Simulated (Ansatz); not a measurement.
From barrier to diffusion: H in GeS

Level of theory: Ansatz, DFT PBE, scalar-relativistic, plane waves, PAW. (420 eV cutoff, 3×3×2 k-mesh, shifted by half a step, Gaussian smearing of 0.02 eV, no spin polarisation)

Host crystal, relaxed:

```yaml
crystal:
  lattice:
    - [10.78541, 0.00000, 0.00000]
    - [0.00000, 3.66482, 0.00000]
    - [0.00000, 0.00000, 4.45824]
  atoms:
    - { symbol: Ge, position: [0.87403, 0.25000, 0.36452] }
    - { symbol: Ge, position: [0.12597, 0.75000, 0.63548] }
    - { symbol: Ge, position: [0.62597, 0.75000, 0.86452] }
    - { symbol: Ge, position: [0.37403, 0.25000, 0.13548] }
    - { symbol: S, position: [0.65293, 0.25000, 0.50257] }
    - { symbol: S, position: [0.34707, 0.75000, 0.49743] }
    - { symbol: S, position: [0.84707, 0.75000, 0.00257] }
    - { symbol: S, position: [0.15293, 0.25000, 0.99743] }
```

In a supercell of 16 host sites with charge +1, interstitial H hops to an equivalent place, moving 2.89 Å. Climbing-image nudged elastic band at fixed cell; the order of the saddle wasn't checked, and the small cell leaves errors of about a tenth of an eV. Zero-point motion and tunnelling, which matter for H, are left out.

```
image path (Å) E − E(0) (eV)
    0      0.00          0.000
    1      0.88          0.201
    2      1.76          0.126
    3      2.64          0.379
    4      3.21          0.187
    5      3.78          0.056
    6      4.35          0.000
```

Q: What are the barriers forward and back, and what attempt frequency does the shape suggest?

A: Forward 0.38 eV, back 0.38 eV, the ends being level. For a sinusoidal profile E_b sin²(πx/l), with the H atom alone moving, ν = (1/l)√(E_b/2m) = 1.5×10¹³ s⁻¹, within an order of magnitude of the customary 10¹³ s⁻¹; a true prefactor needs the vibrations at the minimum and at the saddle.

Q: With ν = 10¹³ s⁻¹, give the forward jump rate along this one path, the wait 1/k for that jump, the diffusivity D ≈ l²k and the distance √(Dt) covered in an hour at 300, 600 and 1000 K, taking the host as solid throughout.

A: k = ν exp(−E_b/k_BT):
```json
{"T (K)": "300", "k (1/s)": "4.4×10⁶", "wait (s)": "2.3×10⁻⁷", "D (cm²/s)": "3.7×10⁻⁹", "√(Dt) in 1 h (nm)": "3.6×10⁴"}
{"T (K)": "600", "k (1/s)": "6.6×10⁹", "wait (s)": "1.5×10⁻¹⁰", "D (cm²/s)": "5.5×10⁻⁶", "√(Dt) in 1 h (nm)": "1.4×10⁶"}
{"T (K)": "1000", "k (1/s)": "1.2×10¹¹", "wait (s)": "8.1×10⁻¹²", "D (cm²/s)": "1.0×10⁻⁴", "√(Dt) in 1 h (nm)": "6.1×10⁶"}
```

D = l²k holds for six equivalent jumps in three dimensions (z l²k/6) and is a scale otherwise. Long-range transport needs a connected net of such jumps, and traps slow it. D is that of an interstitial already there. An error of 0.1 eV in the barrier changes k by a factor of 48 at 300 K and 3.2 at 1000 K.

Cost: 1 run of about 38 core-minutes, on Arm Neoverse V1 (shared hosts).